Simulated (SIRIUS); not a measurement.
# TaN (Fm-3m) in SIRIUS: notebook

The runs below take TaN through equation of state, with PBEsol.

Everything below comes from runs of SIRIUS 7.12.0. Logs are shortened: lines on timing, memory, paths and dates and some standing lists are left out, and cuts for length are marked. The log counts tension as positive stress, the text compression.

## 1. Starting point

Symmetry: Fm-3m, No. 225, cubic system. The conventional cell has a = 4.423 Å, b = 4.423 Å, c = 4.423 Å, α = 90.00°, β = 90.00°, γ = 90.00°. Around Ta (site symmetry m-3m) lie 6 N at 2.21 Å. N (site symmetry m-3m) has 6 Ta at 2.21 Å as nearest neighbours.

The cell comes from a database or a generator and needn't be the stable form of this composition.

## 2. Equation of state, PBEsol, 10.16 Å³/atom (volume scaled by 0.94)

Input file sirius.json:

```json
{
  "control": {
    "processing_unit": "cpu",
    "std_evp_solver_name": "lapack",
    "gen_evp_solver_name": "lapack",
    "verbosity": 2,
    "print_forces": false,
    "ortho_rf": true,
    "use_second_variation": true,
    "rmt_max": 3.0,
    "num_bands_to_print": 24,
    "save_wf": true
  },
  "parameters": {
    "electronic_structure_method": "full_potential_lapwlo",
    "xc_functionals": ["XC_GGA_X_PBE_SOL", "XC_GGA_C_PBE_SOL"],
    "core_relativity": "dirac",
    "valence_relativity": "iora",
    "num_fv_states": 25,
    "smearing": "fermi_dirac",
    "smearing_width": 0.0018374661,
    "pw_cutoff": 24,
    "gk_cutoff": 4.64,
    "lmax_apw": 13,
    "lmax_rho": 8,
    "lmax_pot": 8,
    "num_mag_dims": 0,
    "auto_rmt": 0,
    "ngridk": [10, 10, 10],
    "shiftk": [0, 0, 0],
    "num_dft_iter": 80,
    "energy_tol": 1e-07,
    "density_tol": 1e-05,
    "use_symmetry": true
  },
  "settings": {"tol_ne": 1e-10},
  "iterative_solver": {"type": "exact"},
  "mixer": {"type": "anderson", "beta": 0.5, "max_history": 8},
  "unit_cell": {
    "lattice_vectors": [[0.0, 4.0934893795, 4.0934893795], [4.0934893795, 0.0, 4.0934893795], [4.0934893795, 4.0934893795, 0.0]],
    "atom_types": ["N", "Ta"],
    "atom_files": {"N": "N.json", "Ta": "Ta.json"},
    "atoms": {"N": [[0.0, 0.0, 0.0]], "Ta": [[0.5, 0.5, 0.5]]}
  }
}
```

Input file N.json:

```json
{
  "name": "nitrogen",
  "symbol": "N",
  "number": 7,
  "mass": 14.0067,
  "rmin": 1e-06,
  "rmt": 1.51,
  "nrmt": 800,
  "rinf": 13.03,
  "core": "1s",
  "valence": [
    {"basis": [{"enu": 0.39, "dme": 0, "n": 0, "auto": 0}, {"enu": 0.39, "dme": 1, "n": 0, "auto": 0}]},
    {"l": 0, "n": 1, "basis": [{"enu": 0.3347, "dme": 0, "n": 0, "auto": 0}]},
    {"l": 1, "n": 2, "basis": [{"enu": 0.49, "dme": 0, "n": 0, "auto": 0}]},
    {"l": 2, "n": 3, "basis": [{"enu": 0.49, "dme": 0, "n": 0, "auto": 0}]},
    {"l": 3, "n": 4, "basis": [{"enu": 0.49, "dme": 0, "n": 0, "auto": 0}]}
  ],
  "lo": [
    {
      "l": 0,
      "basis": [{"enu": 0.3347, "dme": 0, "n": 0, "auto": 0}, {"enu": 0.3347, "dme": 1, "n": 0, "auto": 0}]
    },
    {
      "l": 0,
      "basis": [{"enu": 0.3347, "dme": 1, "n": 0, "auto": 0}, {"enu": 0.3347, "dme": 2, "n": 0, "auto": 0}]
    },
    {
      "l": 0,
      "basis": [{"enu": 0.3347, "dme": 0, "n": 0, "auto": 0}, {"enu": 5.5977, "dme": 0, "n": 0, "auto": 0}]
    },
    {"l": 1, "basis": [{"enu": 0.49, "dme": 0, "n": 0, "auto": 0}, {"enu": 0.49, "dme": 1, "n": 0, "auto": 0}]},
    {"l": 1, "basis": [{"enu": 0.49, "dme": 1, "n": 0, "auto": 0}, {"enu": 0.49, "dme": 2, "n": 0, "auto": 0}]},
    {"l": 1, "basis": [{"enu": 0.49, "dme": 0, "n": 0, "auto": 0}, {"enu": 6.5424, "dme": 0, "n": 0, "auto": 0}]},
    {"l": 2, "basis": [{"enu": 0.49, "dme": 0, "n": 0, "auto": 0}, {"enu": 0.49, "dme": 1, "n": 0, "auto": 0}]},
    {"l": 2, "basis": [{"enu": 0.49, "dme": 1, "n": 0, "auto": 0}, {"enu": 0.49, "dme": 2, "n": 0, "auto": 0}]},
    {"l": 2, "basis": [{"enu": 0.49, "dme": 0, "n": 0, "auto": 0}, {"enu": 7.3318, "dme": 0, "n": 0, "auto": 0}]},
    {"l": 3, "basis": [{"enu": 0.49, "dme": 0, "n": 0, "auto": 0}, {"enu": 0.49, "dme": 1, "n": 0, "auto": 0}]}
  ],
  "free_atom": [... radial grid and density of the free atom, the start of the SCF ...]
}
```

Input file Ta.json:

```json
{
  "name": "tantalum",
  "symbol": "Ta",
  "number": 73,
  "mass": 180.94788,
  "rmin": 1e-06,
  "rmt": 2.51,
  "nrmt": 800,
  "rinf": 15.8,
  "core": "1s2s2p3s3p3d4s4p4d",
  "valence": [
    {"basis": [{"enu": 0.39, "dme": 0, "n": 0, "auto": 0}, {"enu": 0.39, "dme": 1, "n": 0, "auto": 0}]},
    {"l": 0, "n": 1, "basis": [{"enu": 0.49, "dme": 0, "n": 0, "auto": 0}]},
    {"l": 1, "n": 2, "basis": [{"enu": 0.49, "dme": 0, "n": 0, "auto": 0}]},
    {"l": 2, "n": 3, "basis": [{"enu": 0.49, "dme": 0, "n": 0, "auto": 0}]},
    {"l": 3, "n": 4, "basis": [{"enu": 0.49, "dme": 0, "n": 0, "auto": 0}]},
    {"l": 4, "n": 5, "basis": [{"enu": 0.49, "dme": 0, "n": 0, "auto": 0}]}
  ],
  "lo": [
    {"l": 0, "basis": [{"enu": 0.49, "dme": 0, "n": 0, "auto": 0}, {"enu": 0.49, "dme": 1, "n": 0, "auto": 0}]},
    {
      "l": 0,
      "basis": [{"enu": -2.0472, "dme": 0, "n": 5, "auto": 1}, {"enu": -2.0472, "dme": 1, "n": 5, "auto": 1}]
    },
    {
      "l": 0,
      "basis": [{"enu": -2.0472, "dme": 1, "n": 5, "auto": 1}, {"enu": 0.49, "dme": 0, "n": 0, "auto": 0}]
    },
    {"l": 0, "basis": [{"enu": 0.49, "dme": 0, "n": 0, "auto": 0}, {"enu": 3.0296, "dme": 0, "n": 0, "auto": 0}]},
    {"l": 1, "basis": [{"enu": 0.49, "dme": 0, "n": 0, "auto": 0}, {"enu": 0.49, "dme": 1, "n": 0, "auto": 0}]},
    {
      "l": 1,
      "basis": [{"enu": -0.8203, "dme": 0, "n": 5, "auto": 1}, {"enu": -0.8203, "dme": 1, "n": 5, "auto": 1}]
    },
    {
      "l": 1,
      "basis": [{"enu": -0.8203, "dme": 1, "n": 5, "auto": 1}, {"enu": 0.49, "dme": 0, "n": 0, "auto": 0}]
    },
    {"l": 1, "basis": [{"enu": 0.49, "dme": 0, "n": 0, "auto": 0}, {"enu": 3.4106, "dme": 0, "n": 0, "auto": 0}]},
    {"l": 2, "basis": [{"enu": 0.49, "dme": 0, "n": 0, "auto": 0}, {"enu": 0.49, "dme": 1, "n": 0, "auto": 0}]},
    {"l": 2, "basis": [{"enu": 0.49, "dme": 1, "n": 0, "auto": 0}, {"enu": 0.49, "dme": 2, "n": 0, "auto": 0}]},
    {"l": 2, "basis": [{"enu": 0.49, "dme": 0, "n": 0, "auto": 0}, {"enu": 2.9662, "dme": 0, "n": 0, "auto": 0}]},
    {"l": 3, "basis": [{"enu": 0.49, "dme": 0, "n": 0, "auto": 0}, {"enu": 0.49, "dme": 1, "n": 0, "auto": 0}]},
    {
      "l": 3,
      "basis": [{"enu": -0.2947, "dme": 0, "n": 4, "auto": 1}, {"enu": -0.2947, "dme": 1, "n": 4, "auto": 1}]
    },
    {
      "l": 3,
      "basis": [{"enu": -0.2947, "dme": 1, "n": 4, "auto": 1}, {"enu": 0.49, "dme": 0, "n": 0, "auto": 0}]
    },
    {"l": 3, "basis": [{"enu": 0.49, "dme": 0, "n": 0, "auto": 0}, {"enu": 4.1725, "dme": 0, "n": 0, "auto": 0}]},
    {"l": 4, "basis": [{"enu": 0.49, "dme": 0, "n": 0, "auto": 0}, {"enu": 0.49, "dme": 1, "n": 0, "auto": 0}]},
    {"l": 4, "basis": [{"enu": 0.49, "dme": 0, "n": 0, "auto": 0}, {"enu": 3.5376, "dme": 0, "n": 0, "auto": 0}]}
  ],
  "free_atom": [... radial grid and density of the free atom, the start of the SCF ...]
}
```

Input file sirius_start.json:

```json
{
  "control": {
    "processing_unit": "cpu",
    "std_evp_solver_name": "lapack",
    "gen_evp_solver_name": "lapack",
    "verbosity": 1,
    "print_forces": false,
    "ortho_rf": true,
    "use_second_variation": true,
    "rmt_max": 3.0,
    "num_bands_to_print": 24,
    "save_wf": false
  },
  "parameters": {
    "electronic_structure_method": "full_potential_lapwlo",
    "xc_functionals": ["XC_LDA_X", "XC_LDA_C_PW"],
    "core_relativity": "dirac",
    "valence_relativity": "iora",
    "num_fv_states": 25,
    "smearing": "fermi_dirac",
    "smearing_width": 0.0055123983,
    "pw_cutoff": 24,
    "gk_cutoff": 3.71,
    "lmax_apw": 13,
    "lmax_rho": 8,
    "lmax_pot": 8,
    "num_mag_dims": 0,
    "auto_rmt": 0,
    "ngridk": [4, 4, 4],
    "shiftk": [0, 0, 0],
    "num_dft_iter": 30,
    "energy_tol": 0.01,
    "density_tol": 0.05,
    "use_symmetry": true
  },
  "settings": {"tol_ne": 1e-10},
  "iterative_solver": {"type": "exact"},
  "mixer": {"type": "anderson", "beta": 0.5, "max_history": 8},
  "unit_cell": {
    "lattice_vectors": [[0.0, 4.0934893795, 4.0934893795], [4.0934893795, 0.0, 4.0934893795], [4.0934893795, 4.0934893795, 0.0]],
    "atom_types": ["N", "Ta"],
    "atom_files": {"N": "N.json", "Ta": "Ta.json"},
    "atoms": {"N": [[0.0, 0.0, 0.0]], "Ta": [[0.5, 0.5, 0.5]]}
  }
}
```

Potentials or basis: all-electron FP-LAPW, apw+lo standard.

Run with:

```
$ OMP_NUM_THREADS=1 sirius.scf --input=sirius_start.json --output=start.json
$ OMP_NUM_THREADS=1 sirius.scf --input=sirius.json --output=output.json --task=1
```

Output:

```text
[info] SIRIUS version : 7.12.0
[info] number of MPI ranks           : 1
[info] MPI grid                      : 1 1
[info] maximum number of OMP threads : 1
[fft] FFT context for density and potential
[fft] =====================================
[fft]   plane wave cutoff                     : 24
[fft]   grid size                             : 48 48 48   total : 110592
[fft]   grid limits                           : -23 24   -23 24   -23 24
[fft]   number of G-vectors within the cutoff : 31951
[fft]   number of G-shells                    : 865
[fft] FFT context for coarse grid
[fft] =====================================
[fft]   plane wave cutoff                     : 9.28
[fft]   grid size                             : 20 20 20   total : 8000
[fft]   grid limits                           : -9 10   -9 10   -9 10
[fft]   number of G-vectors within the cutoff : 1837
[fft]   number of G-shells                    : 72
[unit cell] lattice vectors
[unit cell]   a1 :       0.0000000000      4.0934893795      4.0934893795
[unit cell]   a2 :       4.0934893795      0.0000000000      4.0934893795
[unit cell]   a3 :       4.0934893795      4.0934893795      0.0000000000
[unit cell] reciprocal lattice vectors
[unit cell]   b1 :      -0.7674608048      0.7674608048      0.7674608048
[unit cell]   b2 :       0.7674608048     -0.7674608048      0.7674608048
[unit cell]   b3 :       0.7674608048      0.7674608048     -0.7674608048
[unit cell] unit cell volume :       137.18638101 [a.u.^3]
[unit cell] 1/sqrt(omega)    :         0.08537771
[unit cell] MT volume        :        80.66019032 (58.80%)
[unit cell] IT volume        :        56.52619069 (41.20%)
[unit cell] number of atom types : 2
[unit cell] type id : 0 symbol :  N mt_radius :   1.510000 num_atoms : 1
[unit cell] type id : 1 symbol : Ta mt_radius :   2.510000 num_atoms : 1
[unit cell] total number of atoms : 2
[unit cell] number of symmetry classes : 2
[... 389 lines left out ...]
[diagonalize] ...
[diagonalize] ik:   42   -1.952878   -0.737211   -0.736746   -0.723145   -0.184972   -0.183757   -0.183726   -0.183485   -0.183412   -0.183049   -0.181793   -0.025733    0.290023    0.340380    0.345672    0.554757    0.635639    0.713041    0.766355    0.808831    0.967093    1.018406    1.047874    1.194160
[diagonalize] ik:   43   -1.952768   -0.743524   -0.727920   -0.726422   -0.184059   -0.183843   -0.183697   -0.183657   -0.183324   -0.183244   -0.181752   -0.050753    0.347186    0.359691    0.379768    0.468800    0.704965    0.711884    0.735410    0.791706    0.881476    0.956320    1.167038    1.208527
[diagonalize] ik:   44   -1.952980   -0.740216   -0.731442   -0.723803   -0.184996   -0.183843   -0.183733   -0.183472   -0.183305   -0.183031   -0.181845   -0.027035    0.291855    0.341042    0.343971    0.549088    0.640791    0.720089    0.738482    0.824463    0.951232    0.996720    1.081374    1.184620
[diagonalize] ik:   45   -1.952847   -0.738456   -0.734113   -0.725056   -0.184835   -0.183829   -0.183555   -0.183517   -0.183499   -0.183159   -0.181785   -0.026603    0.296113    0.339282    0.343141    0.589446    0.592197    0.727360    0.768933    0.788754    0.983581    1.015580    1.064370    1.171750
[diagonalize] ik:   46   -1.952765   -0.738796   -0.732837   -0.727072   -0.184394   -0.183782   -0.183724   -0.183533   -0.183450   -0.183373   -0.181752   -0.033947    0.321833    0.341848    0.343568    0.545701    0.631745    0.735718    0.749564    0.781304    0.961833    1.013669    1.090014    1.187795
[generate_core_charge_density] atom class : 0
[generate_core_charge_density]   n,l,k : 1 0 1  energy :         -13.25104418
[generate_core_charge_density] atom class : 1
[generate_core_charge_density]   n,l,k : 1 0 1  energy :       -2470.88596774
[generate_core_charge_density]   n,l,k : 2 0 1  energy :        -423.66615669
[generate_core_charge_density]   n,l,k : 2 1 1  energy :        -404.86553339
[generate_core_charge_density]   n,l,k : 2 1 2  energy :        -358.20680379
[generate_core_charge_density]   n,l,k : 3 0 1  energy :         -96.48760656
[generate_core_charge_density]   n,l,k : 3 1 1  energy :         -88.13622389
[generate_core_charge_density]   n,l,k : 3 1 2  energy :         -78.09203520
[generate_core_charge_density]   n,l,k : 3 2 2  energy :         -63.99453594
[generate_core_charge_density]   n,l,k : 3 2 3  energy :         -61.80619820
[... 28 lines left out ...]
[find] valence_eval_sum               :      -7.49452885
[find] core_eval_sum                  :   -9562.81101847
[find] kinetic energy                 :   17589.76387673
[find] enuc                           :  -19576.59512303
[find] <rho|V^{XC}>                   :    -420.98444096
[find] <rho|E^{XC}>                   :    -319.73892295
[find] <mag|B^{XC}>                   :       0.00000000
[find] <rho|V^{H}>                    :  -26739.08498311
[find] smearing (-TS)                 :      -0.00020444
[find] SCF correction                 :      -0.00000826
[find] Total energy                   :  -15676.11266906 (Ha),  -31352.22533811 (Ry)
[find] Free energy (E-TS)             :  -15676.11287350 (Ha),  -31352.22574699 (Ry)
[find] band gap (eV)                  :       0.00000000
[find] Efermi                         :       0.60693417
[find] iteration : 7, RMS (target) : 4.2260e-06 (1.0000e-05) , energy difference (target) : 1.9811e-08 (1.0000e-07)
[find] converged after 8 SCF iterations!
[find] Charges and magnetic moments
[find] --------------------------------------------------------------------------------
[find] atom      charge    core leakage
[find] --------------------------------------------------------------------------------
[find]    0    5.749087    4.165022e-06
[find]    1   71.216247    1.734289e-06
[find] total core leakage    : 5.89931130e-06
[find] interstitial charge   : 3.034657
[find] total charge          : 79.999991
[find] Energy
[find] --------------------------------------------------------------------------------
[find] valence_eval_sum               :      -7.49452885
[find] core_eval_sum                  :   -9562.81101847
[find] kinetic energy                 :   17589.76387673
[find] enuc                           :  -19576.59512303
[find] <rho|V^{XC}>                   :    -420.98444096
[find] <rho|E^{XC}>                   :    -319.73892295
[find] <mag|B^{XC}>                   :       0.00000000
[find] <rho|V^{H}>                    :  -26739.08498311
[find] smearing (-TS)                 :      -0.00020444
[find] SCF correction                 :      -0.00000826
[find] Total energy                   :  -15676.11266906 (Ha),  -31352.22533811 (Ry)
[find] Free energy (E-TS)             :  -15676.11287350 (Ha),  -31352.22574699 (Ry)
[find] band gap (eV)                  :       0.00000000
[find] Efermi                         :       0.60693417
```

Wall time 1.7 min (1 thread of Arm Neoverse V1, shared host); peak memory 0.62 GiB.

Results:

| Quantity | Value |
| --- | --- |
| Free energy | -426568.7622 eV |
| Band gap on the k mesh | none (metal or under the smearing width) |
| All electrons inside the program's atomic spheres | Ta 71.22; N 5.75 (radii N 1.51, Ta 2.51 bohr) |

(Part 1 of 4 ends here.)
